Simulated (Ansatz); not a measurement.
## Exchange couplings of Ni (Im-3m)

The source of the geometry is a structure from the Materials Project; atoms and cell stay fixed.

Settings: PBE, 16×16×16 k mesh, Fermi–Dirac smearing of 0.05 eV. AE-PAW is all-electron PAW in Ansatz 0.2.0 on datasets made for the crystal. Site moments are integrated in spheres about the atoms.

The input and its command:

```yaml
crystal:
  lattice:
    - [-1.38371547, 1.38371547, 1.38371547]
    - [1.38371547, -1.38371547, 1.38371547]
    - [1.38371547, 1.38371547, -1.38371547]
  atoms:
    - { symbol: Ni, position: [0.0, 0.0, 0.0], spin: 0.6 }
magnetization:
  spin_polarized: true
kpoints:
  mp_grid: { grid: [16, 16, 16] }
  band_path:
    path:
      - [0.0, 0.0, 0.0]
      - [0.5, -0.5, 0.5]
      - [0.0, 0.0, 0.5]
      - [0.0, 0.0, 0.0]
      - [0.25, 0.25, 0.25]
      - [0.5, -0.5, 0.5]
      - [0.25, 0.25, 0.25]
      - [0.0, 0.0, 0.5]
    npoints: 8
scf:
  occupations: { method: fermi_dirac, width: 0.05 }
  lower_state_search: "off"
hamiltonian:
  xc: pbe
  pseudopotentials: { kind: all_electron, datasets: crystal }
output:
  eigenvalues: false
  eigenstates:
    nscf_kmesh: { grid: [16, 16, 16] }
    top_band: c10
    exchange_couplings: { magnetic: [{ species: Ni }] }
```

Command: `ansatz run input.yaml --threads 2 --pin off --max-ram 5120MiB --backend cpu --events-out ev --progress --plain --runs-dir out`

Site moments (μB): Ni 0.57. Cell moment 0.54 μB.

Couplings come from the force theorem (directions of the magnetic atoms constrained, all else relaxed) on a 16×16×16 mesh, with E = −Σ J e_i·e_j over ordered pairs of unit vectors, so positive J favours parallel moments.

```tsv
pair	count	J AE-PAW (meV)	J, frozen-core files (meV)
Ni–Ni at 2.40 Å	8	+4.10	+4.05
Ni–Ni at 2.77 Å	6	+2.45	+2.46
Ni–Ni at 3.91 Å	12	-0.45	-0.46
Ni–Ni at 4.59 Å	24	+0.47	+0.46
Ni–Ni at 4.79 Å	8	+0.08	+0.08
Ni–Ni at 5.53 Å	6	+0.12	+0.12
Ni–Ni at 6.03 Å	24	+0.11	+0.11
Ni–Ni at 6.19 Å	24	-0.10	-0.11
Ni–Ni at 6.78 Å	24	-0.02	-0.02
Ni–Ni at 7.19 Å, set 1	8	-0.44	-0.44
Ni–Ni at 7.19 Å, set 2	24	+0.03	+0.03
Ni–Ni at 7.83 Å	12	+0.01	+0.01
```

Pairs at one distance with different couplings are listed as sets.

Q: What ordering temperature follows for classical moments?

A: 399 K in mean field, and 326 K by Tyablikov's decoupling, from all shells, not only those listed. Mean field overestimates it as a rule, and the couplings show only that this order is stable against small turns, not that no other order lies lower.

The couplings come from one mesh, and their convergence in k wasn't tested.

The Ansatz runs typed with the search for lower states off end where their start leads. The program couldn't verify every level among the many empty bands that the force theorem sums over. None of this fixes the real material's magnetic order: only patterns that fit the cell were computed, without spin fluctuations and on one mesh and smearing, with a functional that can overstate moments.
